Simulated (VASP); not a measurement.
# NbSi2 (P6_222) in VASP: notebook, part 2 of 2

VASP 6.6.1. Earlier steps stand in the parts before.

## 4. Relaxation of cell and atoms, PBE

This run uses another cell than the first one, of 14.73 Å³/atom, 1.040 times its volume.

Input file INCAR:

```
SYSTEM = NbSi2
PREC     = Accurate       ! precision mode
ENCUT    = 600            ! plane-wave cutoff, eV
EDIFF    = 1E-7           ! SCF threshold, eV
ISMEAR   = 1              ! smearing method
SIGMA    = 0.1            ! smearing width, eV
LREAL    = .False.        ! projectors in reciprocal space
LASPH    = .True.         ! aspherical terms in the spheres
NELM     = 80             ! most SCF steps
ALGO     = Normal         ! electronic algorithm
ISIF     = 3              ! what is computed and relaxed
LWAVE    = .False.        ! write WAVECAR
LCHARG   = .False.        ! write CHGCAR
GGA      = PE             ! functional
IBRION   = 2              ! ionic algorithm
NSW      = 90             ! ionic steps
EDIFFG   = -0.005         ! ionic threshold
KPAR     = 4
```

Input file KPOINTS:

```
Automatic mesh
0
Gamma
  9 9 6
  0 0 0
```

Input file POSCAR:

```
NbSi2                                   
1.0
    4.8112210992     -0.0000000000      0.0000000000
   -2.4056105496      4.1666396951     -0.0000000000
    0.0000000000      0.0000000000      6.6108863298
  Nb              Si            
     3     6
Direct
     0.5000000000000000    1.0000000000000000    0.5000000000000000
     0.5000000000000000    0.5000000000000000    0.8333333332999970
     1.0000000000000000    0.5000000000000000    0.1666666667000030
     0.1590731154880095    0.3181462309760190    0.5000000000000000
     0.8409268845119906    0.1590731154880095    0.8333333332999970
     0.6818537690239810    0.8409268845119906    0.1666666667000030
     0.8409268845119906    0.6818537690239810    0.5000000000000000
     0.1590731154880095    0.8409268845119906    0.8333333332999970
     0.3181462309760190    0.1590731154880095    0.1666666667000030
```

Potentials or basis: VASP PAW PBE potentials, release 64 (Nb_sv, Si).

The run is started by

```bash
$ cat potpaw_PBE.64/Nb_sv/POTCAR potpaw_PBE.64/Si/POTCAR > POTCAR
$ mpirun -np 4 vasp_std > vasp.out
```

OUTCAR:

```text
SYSTEM = NbSi2
   PREC = Accurate
   ENCUT = 600
   EDIFF = 1E-7
   ISMEAR = 1
   LREAL = .False.
   LASPH = .True.
   NELM = 80
   ISIF = 3
   GGA = PE
   IBRION = 2
   NSW = 90
   EDIFFG = -0.005

 ion  position               nearest neighbor table
   1  0.500  0.000  0.500-   6 2.62   9 2.62   8 2.62   5 2.62   4 2.75   7 2.75   7 2.75   4 2.75
                             4 2.84   7 2.84
   2  0.500  0.500  0.833-   4 2.62   7 2.62   6 2.62   9 2.62   5 2.75   8 2.75   8 2.75   5 2.75
                             8 2.84   5 2.84
   3  0.000  0.500  0.167-   4 2.62   7 2.62   5 2.62   8 2.62   9 2.75   6 2.75   9 2.75   6 2.75
                             6 2.84   9 2.84
   4  0.159  0.318  0.500-   5 2.57   9 2.57   3 2.62   2 2.62   7 2.65   1 2.75   1 2.75   1 2.84
                             7 2.84   7 2.84
   5  0.841  0.159  0.833-   4 2.57   6 2.57   1 2.62   3 2.62   8 2.65   2 2.75   2 2.75   2 2.84
                             8 2.84   8 2.84
   6  0.682  0.841  0.167-   7 2.57   5 2.57   1 2.62   2 2.62   9 2.65   3 2.75   3 2.75   3 2.84
[... 310 lines left out ...]
 val. band max:       11.3134560443   @ k =   0.3333   0.1111   0.5000
 cond. band min:      11.3326157891   @ k =   0.3333   0.2222   0.0000
 fundamental gap:      0.0191597448
 Fermi energy:        11.3155249923

 k-point     1 :       0.0000    0.0000    0.0000
  band No.  band energies     occupation
      1     -43.3369      2.00000
      2     -43.3014      2.00000
      3     -43.3014      2.00000
      4     -19.5676      2.00000
      5     -19.5676      2.00000
      6     -19.5654      2.00000
[... 949 lines left out ...]
     36      13.5989      0.00000
     37      13.7346      0.00000

 [... further k-points ...]

------------------------ aborting loop because EDIFF is reached ----------------------------------------

  FORCE on cell =-STRESS in cart. coord.  units (eV):
  Direction    XX          YY          ZZ          XY          YZ          ZX
  --------------------------------------------------------------------------------------
  -------------------------------------------------------------------------------------
  Total        0.0038629      0.0038629      0.0258093     -0.0000000      0.0000000      0.0000000
  in kB        0.0467216      0.0467216      0.3121606     -0.0000000      0.0000000      0.0000000
  external PRESSURE =       0.1352012 kB  Pullay stress =       0.0000000 kB
[... 24 lines left out ...]
  FREE ENERGIE OF THE ION-ELECTRON SYSTEM (eV)
  ---------------------------------------------------
  free  energy   TOTEN  =       -68.2094962672 eV

  energy  without entropy=      -68.2070181088  energy(sigma->0) =      -68.20867021

 reached required accuracy - stopping structural energy minimisation
```

CONTCAR:

```text
NbSi2
   1.00000000000000
     4.8103856227149047    0.0000000000000000    0.0000000000000000
    -2.4051928113574523    4.1659161512396583    0.0000000000000000
     0.0000000000000000    0.0000000000000000    6.6102546157544424
  Nb              Si
     3     6
Direct
     0.5000000000000000    0.0000000000000000    0.5000000000000000
     0.5000000000000000    0.5000000000000000    0.8333333332999970
     0.0000000000000000    0.5000000000000000    0.1666666667000030
     0.1590831404194452    0.3181662808388975    0.5000000000000000
     0.8409168595805547    0.1590831404194452    0.8333333332999970
     0.6818337191611025    0.8409168595805547    0.1666666667000030
     0.8409168595805547    0.6818337191611025    0.5000000000000000
     0.1590831404194452    0.8409168595805547    0.8333333332999970
     0.3181662808388975    0.1590831404194452    0.1666666667000030

  0.00000000E+00  0.00000000E+00  0.00000000E+00
  0.00000000E+00  0.00000000E+00  0.00000000E+00
  0.00000000E+00  0.00000000E+00  0.00000000E+00
  0.00000000E+00  0.00000000E+00  0.00000000E+00
  0.00000000E+00  0.00000000E+00  0.00000000E+00
  0.00000000E+00  0.00000000E+00  0.00000000E+00
  0.00000000E+00  0.00000000E+00  0.00000000E+00
  0.00000000E+00  0.00000000E+00  0.00000000E+00
  0.00000000E+00  0.00000000E+00  0.00000000E+00
```

Run time: 2 min. Hardware: 4 MPI ranks of AMD EPYC 9R45 (Zen 5), shared host; peak memory 0.42 GiB.

Results:

| Item | Value |
| --- | --- |
| Free energy | -68.2095 eV |
| Relaxed volume | 14.72 Å³/atom |
| Relaxed cell | a = 4.810 Å, b = 4.810 Å, c = 6.610 Å, α = 90.00°, β = 90.00°, γ = 120.00° |
| Space group after relaxing (to 0.05 Å) | P6_222 (No. 180) |
| Energy gained by relaxing | 0.0 meV/atom |
| Ionic steps | 3 |
| Pressure after relaxing | 0.0 GPa |
| Band gap on the k mesh | none (metal or under the smearing width) |

Forces on the atoms (eV/Å):
```
Nb   0.000  0.000  0.000
Nb   0.000  0.000  0.000
Nb   0.000  0.000  0.000
Si   0.000  0.003  0.000
Si  -0.002  0.001  0.000
Si  -0.002 -0.001  0.000
Si   0.000 -0.003  0.000
Si   0.002 -0.001  0.000
Si   0.002  0.001  0.000
```

Final structure:
```
CELL_PARAMETERS angstrom
4.81039 0.00000 0.00000
-2.40519 4.16592 0.00000
0.00000 0.00000 6.61025
ATOMIC_POSITIONS crystal
Nb 0.50000 0.00000 0.50000
Nb 0.50000 0.50000 0.83333
Nb 0.00000 0.50000 0.16667
Si 0.15908 0.31817 0.50000
Si 0.84092 0.15908 0.83333
Si 0.68183 0.84092 0.16667
Si 0.84092 0.68183 0.50000
Si 0.15908 0.84092 0.83333
Si 0.31817 0.15908 0.16667
```

## 5. Relaxation of cell and atoms, PBEsol

This run uses another cell than the first one, of 14.73 Å³/atom, 1.041 times its volume.

Input file INCAR:

```
PREC = Accurate ; ENCUT = 600
EDIFF = 1E-6 ; ISMEAR = 1
SIGMA = 0.1 ; LREAL = F
LASPH = T ; NELM = 80
ALGO = Normal ; ISIF = 3
LWAVE = F ; LCHARG = F
GGA = PS ; IBRION = 2
NSW = 90 ; EDIFFG = -0.01
KPAR = 4
```

Input file KPOINTS:

```
regular mesh
0
Gamma
  9 9 6
```

Input file POSCAR:

```
NbSi2
1.0
    4.8190000000      0.0000000000      0.0000000000
   -2.4095000000      4.1733764208      0.0000000000
    0.0000000000      0.0000000000      6.5920000000
Nb Si
3 6
Direct
    0.5000000000      0.0000000000      0.5000000000
    0.5000000000      0.5000000000      0.8333333333
    0.0000000000      0.5000000000      0.1666666667
    0.1599000000      0.3198000000      0.5000000000
    0.8401000000      0.1599000000      0.8333333333
    0.6802000000      0.8401000000      0.1666666667
    0.8401000000      0.6802000000      0.5000000000
    0.1599000000      0.8401000000      0.8333333333
    0.3198000000      0.1599000000      0.1666666667
```

Potentials or basis: VASP PAW PBE potentials, release 64 (Nb_sv, Si).

The run is started by

```bash
$ cat potpaw_PBE.64/Nb_sv/POTCAR potpaw_PBE.64/Si/POTCAR > POTCAR
$ mpirun -np 4 vasp_std > vasp.out
```

OUTCAR:

```text
PREC = Accurate
   ENCUT = 600
   EDIFF = 1E-6
   ISMEAR = 1
   LREAL = F
   LASPH = T
   NELM = 80
   ISIF = 3
   GGA = PS
   IBRION = 2
   NSW = 90
   EDIFFG = -0.01

 ion  position               nearest neighbor table
   1  0.500  0.000  0.500-   5 2.62   6 2.62   8 2.62   9 2.62   7 2.75   4 2.75   4 2.75   7 2.75
                             4 2.84   7 2.84
   2  0.500  0.500  0.833-   4 2.62   7 2.62   6 2.62   9 2.62   5 2.75   8 2.75   8 2.75   5 2.75
                             8 2.84   5 2.84
   3  0.000  0.500  0.167-   4 2.62   7 2.62   5 2.62   8 2.62   9 2.75   6 2.75   9 2.75   6 2.75
                             6 2.84   9 2.84
   4  0.160  0.320  0.500-   5 2.57   9 2.57   2 2.62   3 2.62   7 2.67   1 2.75   1 2.75   1 2.84
                             7 2.84   7 2.84
   5  0.840  0.160  0.833-   4 2.57   6 2.57   1 2.62   3 2.62   8 2.67   2 2.75   2 2.75   2 2.84
                             8 2.84   8 2.84
   6  0.680  0.840  0.167-   7 2.57   5 2.57   1 2.62   2 2.62   9 2.67   3 2.75   3 2.75   3 2.84
                             9 2.84   9 2.84
   7  0.840  0.680  0.500-   6 2.57   8 2.57   2 2.62   3 2.62   4 2.67   1 2.75   1 2.75   1 2.84
                             4 2.84   4 2.84
   8  0.160  0.840  0.833-   7 2.57   9 2.57   1 2.62   3 2.62   5 2.67   2 2.75   2 2.75   2 2.84
                             5 2.84   5 2.84
   9  0.320  0.160  0.167-   4 2.57   8 2.57   1 2.62   2 2.62   6 2.67   3 2.75   3 2.75   3 2.84
                             6 2.84   6 2.84

  LATTYP: Found a hexagonal cell.
 ALAT       =     4.8190000000
[... 209 lines left out ...]
  Total       -3.9065794     -3.9065794     -2.5114104      0.0000000      0.0000000      0.0000000
  in kB      -47.2112565    -47.2112565    -30.3505520      0.0000000      0.0000000      0.0000000
  external PRESSURE =     -41.5910217 kB  Pullay stress =       0.0000000 kB
[... 159 lines left out ...]
--------------------------------------- Ionic step        5  -------------------------------------------

 number of electron      62.9999997 magnetization

 Free energy of the ion-electron system (eV)
  ---------------------------------------------------
  ext. energy  EPLUGINS =         0.00000000
  ---------------------------------------------------
  free energy    TOTEN  =       -73.28185738 eV

  energy without entropy =      -73.27955323  energy(sigma->0) =      -73.28108933

 E-fermi :  11.5418     XC(G=0): -12.1473

 val. band max:       11.5356907951   @ k =   0.3333   0.1111   0.3333
 cond. band min:      11.5482097391   @ k =   0.3333   0.1111   0.5000
 fundamental gap:      0.0125189440
 Fermi energy:        11.5418252945

 k-point     1 :       0.0000    0.0000    0.0000
  band No.  band energies     occupation
      1     -42.9299      2.00000
      2     -42.8899      2.00000
      3     -42.8899      2.00000
      4     -19.2208      2.00000
      5     -19.2208      2.00000
      6     -19.2116      2.00000
[... 949 lines left out ...]
     36      13.8999      0.00000
     37      13.9986      0.00000

 [... further k-points ...]

------------------------ aborting loop because EDIFF is reached ----------------------------------------

  FORCE on cell =-STRESS in cart. coord.  units (eV):
  Direction    XX          YY          ZZ          XY          YZ          ZX
  --------------------------------------------------------------------------------------
  -------------------------------------------------------------------------------------
  Total        0.0155723      0.0155723     -0.0636711      0.0000000     -0.0000000      0.0000000
  in kB        0.1927806      0.1927806     -0.7882297      0.0000000     -0.0000000      0.0000000
  external PRESSURE =      -0.1342228 kB  Pullay stress =       0.0000000 kB
[... 24 lines left out ...]
  FREE ENERGIE OF THE ION-ELECTRON SYSTEM (eV)
  ---------------------------------------------------
  free  energy   TOTEN  =       -73.2818573792 eV

  energy  without entropy=      -73.2795532306  energy(sigma->0) =      -73.28108933

 reached required accuracy - stopping structural energy minimisation
```

It took 3.2 min on 4 MPI ranks of AMD EPYC 9R45 (Zen 5), shared host; peak memory 0.42 GiB.

Results:

- Free energy: -73.2819 eV
- Relaxed volume: 14.38 Å³/atom
- Relaxed cell: a = 4.768 Å, b = 4.768 Å, c = 6.573 Å, α = 90.00°, β = 90.00°, γ = 120.00°
- Space group after relaxing (to 0.05 Å): P6_222 (No. 180)
- Energy gained by relaxing: 5.1 meV/atom
- Ionic steps: 5
- Pressure after relaxing: 0.0 GPa
- Largest force after relaxing: 0.009 eV/Å
- Band gap on the k mesh: none (metal or under the smearing width)

Forces in eV/Å, atoms in the order of the input:
```
Nb   0.000  0.000  0.000
Nb   0.000  0.000  0.000
Nb   0.000  0.000  0.000
Si   0.000 -0.009  0.000
Si   0.007 -0.004  0.000
Si   0.007  0.004  0.000
Si   0.000  0.009  0.000
Si  -0.007  0.004  0.000
Si  -0.007 -0.004  0.000
```

Stress tensor (GPa, compression positive):
```
 0.02  0.00  0.00
 0.00  0.02  0.00
 0.00  0.00 -0.08
```

The path:
```
step  energy change (eV)  largest force (eV/Å)  pressure (GPa)  volume (Å³)
   1              0.0000                0.0634           -4.16       132.58
   2              0.0321                0.0032            6.41       125.37
   3             -0.0442                0.0385            0.13       129.39
   4             -0.0461                0.0007           -0.05       129.43
   5             -0.0463                0.0085           -0.01       129.42
```

Final structure:
```cif
data_structure
_symmetry_space_group_name_H-M 'P 1'
_symmetry_Int_Tables_number 1
_cell_length_a 4.7680
_cell_length_b 4.7680
_cell_length_c 6.5734
_cell_angle_alpha 90.000
_cell_angle_beta 90.000
_cell_angle_gamma 120.000
_cell_volume 129.42
loop_
_atom_site_label
_atom_site_type_symbol
_atom_site_fract_x
_atom_site_fract_y
_atom_site_fract_z
_atom_site_occupancy
Nb1 Nb 0.50000 0.00000 0.50000 1
Nb2 Nb 0.50000 0.50000 0.83333 1
Nb3 Nb 0.00000 0.50000 0.16667 1
Si1 Si 0.15959 0.31917 0.50000 1
Si2 Si 0.84041 0.15959 0.83333 1
Si3 Si 0.68083 0.84041 0.16667 1
Si4 Si 0.84041 0.68083 0.50000 1
Si5 Si 0.15959 0.84041 0.83333 1
Si6 Si 0.31917 0.15959 0.16667 1
```

Levels at points of the mesh, in eV from the Fermi level:
| k point | band 30 | band 31 | band 32 | band 33 | band 34 | band 35 |
| --- | --- | --- | --- | --- | --- | --- |
| (0.00, 0.00, 0.00) | -1.98 | -1.98 | -1.03 | 0.75 | 3.27 | 3.36 |
| (0.00, 0.00, 0.50) | -1.37 | -1.37 | 0.94 | 0.94 | 2.85 | 2.85 |

Caveat: the PAW data sets were made with another functional, which shifts forces and pressure a little.

## 6. Relaxation of cell and atoms, PBEsol

This run uses another cell than the first one, of 14.38 Å³/atom, 1.016 times its volume.

Input file INCAR:

```
PREC = Accurate ; ENCUT = 600
EDIFF = 1E-7 ; ISMEAR = 1
SIGMA = 0.1 ; LREAL = F
LASPH = T ; NELM = 80
ALGO = Normal ; ISIF = 3
LWAVE = F ; LCHARG = F
GGA = PS ; IBRION = 2
NSW = 90 ; EDIFFG = -0.005
KPAR = 4
```

KPOINTS is that of step 5.

Input file POSCAR:

```
NbSi2                                   
1.0
    4.7680349698     -0.0000000000      0.0000000000
   -2.3840174849      4.1292394100      0.0000000000
    0.0000000000      0.0000000000      6.5734052874
  Nb              Si            
     3     6
Direct
     0.5000000000000000    0.0000000000000000    0.5000000000000000
     0.5000000000000000    0.5000000000000000    0.8333333332999970
     0.0000000000000000    0.5000000000000000    0.1666666667000030
     0.1595853856724299    0.3191707713448598    0.5000000000000000
     0.8404146143275700    0.1595853856724299    0.8333333332999970
     0.6808292286551401    0.8404146143275701    0.1666666667000030
     0.8404146143275701    0.6808292286551401    0.5000000000000000
     0.1595853856724301    0.8404146143275701    0.8333333332999970
     0.3191707713448600    0.1595853856724299    0.1666666667000030
```

Potentials or basis: VASP PAW PBE potentials, release 64 (Nb_sv, Si).

The run is started by

```bash
$ cat potpaw_PBE.64/Nb_sv/POTCAR potpaw_PBE.64/Si/POTCAR > POTCAR
$ mpirun -np 4 vasp_std > vasp.out
```

Run time: 87 s. Hardware: 4 MPI ranks of AMD EPYC 9R45 (Zen 5), shared host; peak memory 0.41 GiB.

The run converged. Its results:

```yaml
Free_energy: -73.2810 eV
Relaxed_volume: 14.38 Å³/atom
Relaxed_cell: a = 4.768 Å, b = 4.768 Å, c = 6.571 Å, α = 90.00°, β = 90.00°, γ = 120.00°
Space_group_after_relaxing_to_0.05_Å: P6_222 (No. 180)
Energy_gained_by_relaxing: 0.0 meV/atom
Ionic_steps: 3
Pressure_after_relaxing: 0.0 GPa
Largest_force_after_relaxing: 0.005 eV/Å
Band_gap_on_the_k_mesh: none (metal or under the smearing width)
```

Forces on the atoms (eV/Å):
```
Nb   0.000  0.000  0.000
Nb   0.000  0.000  0.000
Nb   0.000  0.000  0.000
Si   0.000 -0.005  0.000
Si   0.004 -0.002  0.000
Si   0.004  0.002  0.000
Si   0.000  0.005  0.000
Si  -0.004  0.002  0.000
Si  -0.004 -0.002  0.000
```

Final structure:
```cif
data_structure
_symmetry_space_group_name_H-M 'P 1'
_symmetry_Int_Tables_number 1
_cell_length_a 4.7684
_cell_length_b 4.7684
_cell_length_c 6.5713
_cell_angle_alpha 90.000
_cell_angle_beta 90.000
_cell_angle_gamma 120.000
_cell_volume 129.40
loop_
_atom_site_label
_atom_site_type_symbol
_atom_site_fract_x
_atom_site_fract_y
_atom_site_fract_z
_atom_site_occupancy
Nb1 Nb 0.50000 0.00000 0.50000 1
Nb2 Nb 0.50000 0.50000 0.83333 1
Nb3 Nb 0.00000 0.50000 0.16667 1
Si1 Si 0.15954 0.31908 0.50000 1
Si2 Si 0.84046 0.15954 0.83333 1
Si3 Si 0.68092 0.84046 0.16667 1
Si4 Si 0.84046 0.68092 0.50000 1
Si5 Si 0.15954 0.84046 0.83333 1
Si6 Si 0.31908 0.15954 0.16667 1
```

Levels at points of the mesh, in eV from the Fermi level:
| k point | band 29 | band 30 | band 31 | band 32 | band 33 | band 34 | band 35 | band 36 |
| --- | --- | --- | --- | --- | --- | --- | --- | --- |
| (0.00, 0.00, 0.00) | -2.11 | -1.98 | -1.98 | -1.03 | 0.75 | 3.27 | 3.37 | 3.43 |
| (0.00, 0.00, 0.50) | -1.49 | -1.37 | -1.37 | 0.94 | 0.94 | 2.85 | 2.85 | 3.33 |

Caveat: the PAW data sets were made with another functional, which shifts forces and pressure a little.

## 7. Summary

```csv
level,potentials or basis,gap on the mesh (eV),pressure (GPa),relaxed volume (Å³/atom)
LDA,"VASP PAW LDA potentials, release 64 (Nb_sv, Si)",none,0.0,14.16
PBE,"VASP PAW PBE potentials, release 64 (Nb_sv, Si)",none,0.0,14.72
PBEsol,"VASP PAW PBE potentials, release 64 (Nb_sv, Si)",none,0.0,14.38
```

Alike in all rows: task relaxation of cell and atoms; no spin polarisation; cell relaxed; k mesh 9 × 9 × 6; cutoff (eV) 600; smearing methfessel-paxton 0.1 eV.

Caveats: the PAW data sets were made with another functional, which shifts forces and pressure a little (some runs).

Total energies depend on the potentials used, so only differences within one code and one set of settings carry meaning.
